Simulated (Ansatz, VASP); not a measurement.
# Two plane-wave programs on Ti

```
CELL_PARAMETERS angstrom
2.93970 0.00000 0.00000
-1.46985 2.54585 0.00000
0.00000 0.00000 4.65409
ATOMIC_POSITIONS crystal
Ti 0.33333 0.66667 0.25000
Ti 0.66667 0.33333 0.75000
```

Alike in both runs: functional PBE; k mesh 17 × 17 × 9; occupations fermi-dirac, width 0.1 eV; no spin polarisation.

Ansatz relaxed the structure, and its values are those at the end. VASP's run is a single point on that final structure, the one shown.

```csv
,VASP,Ansatz
version,VASP 6.6.1,Ansatz 0.2.0
potentials or method,"VASP PAW PBE potentials, release 64 (Ti_sv)","PAW with Ansatz's default frozen-core files, scalar-relativistic"
plane-wave cutoff (eV),520,420
valence electrons in the cell,24,24
```

VASP gave:

* pressure (GPa): -0.2

Question: What did Ansatz give for the same quantities?

Answer: Pressure (GPa): 0.0.
